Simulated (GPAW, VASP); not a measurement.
This is a calculation of Ge (Germanium) for GPAW 26.7.0 (ASE script). 

The input run.py:

```python
from ase import Atoms
from ase.dft.bandgap import bandgap
from ase.io import write
from ase.units import GPa
from gpaw import GPAW, PW

atoms = Atoms(['Ge', 'Ge'],
              cell=[[0.0, 2.82891, 2.82891],
                    [2.82891, 0.0, 2.82891],
                    [2.82891, 2.82891, 0.0]],
              scaled_positions=[[0.75, 0.75, 0.75],
                                [0.5, 0.5, 0.5]],
              pbc=True)

calc = GPAW(mode=PW(600),
            xc='PBE',
            kpts={'size': (8, 8, 8), 'gamma': True},
            occupations={'name': 'methfessel-paxton', 'order': 0, 'width': 0.014},
            nbands=11,
            convergence={'density': 1e-05, 'energy': 1e-05},
            maxiter=150,
            txt='gpaw.txt')
atoms.calc = calc
energy = atoms.get_potential_energy()
forces = atoms.get_forces()
stress = atoms.get_stress()
calc.write('gs.gpw')
write('result.traj', atoms)
print(f'Energy: {energy:.6f} eV')
print('Forces (eV/A):')
print(forces.round(4))
print('Stress (GPa):', (stress / GPa).round(3))
print('Fermi level:', round(calc.get_fermi_level(), 4), 'eV')
print(f'Gap: {bandgap(calc)[0]:.4f} eV, direct: {bandgap(calc, direct=True)[0]:.4f} eV')
```

Potentials or basis: GPAW PAW data sets (gpaw-data 1.2.1), pw.

The run is started by

```console
$ OMP_NUM_THREADS=1 python run.py
```

**Question.** Translate it to VASP 6.6.1. Potentials or basis there: PBE PAW files Ge_d, 520 eV.

**Answer.** As run (cutoffs and basis follow the program's own potentials, and thresholds, step limits or extra output files can differ):

The input INCAR:

```
SYSTEM = Ge
ALGO = Fast
EDIFF = 1E-6
ENCUT = 520
GGA = PE
ISIF = 2
ISMEAR = 0
LASPH = .True.
LCHARG = .True.
LELF = .True.
LREAL = .False.
LVHAR = .True.
LWAVE = .False.
NBANDS = 21
NELM = 100
PREC = Accurate
SIGMA = 0.014
```

Contents of KPOINTS:

```
k-points
0
Gamma
  8 8 8
  0 0 0
```

The input POSCAR:

```
Ge
1.0
    0.0000000000      2.8289100000      2.8289100000
    2.8289100000      0.0000000000      2.8289100000
    2.8289100000      2.8289100000      0.0000000000
Ge
2
Direct
    0.7500000000      0.7500000000      0.7500000000
    0.5000000000      0.5000000000      0.5000000000
```

Potentials or basis: VASP PAW PBE potentials, release 64 (Ge_d).

Run with:

```console
$ cat potpaw_PBE.64/Ge_d/POTCAR > POTCAR
$ mpirun -np 1 vasp_std > vasp.out
```

Both were run:

|  | GPAW | VASP |
| --- | --- | --- |
| Pressure | 3.8 GPa | 3.5 GPa |

The potentials hold 8 and 28 valence electrons a cell.

Pressure is positive in compression.
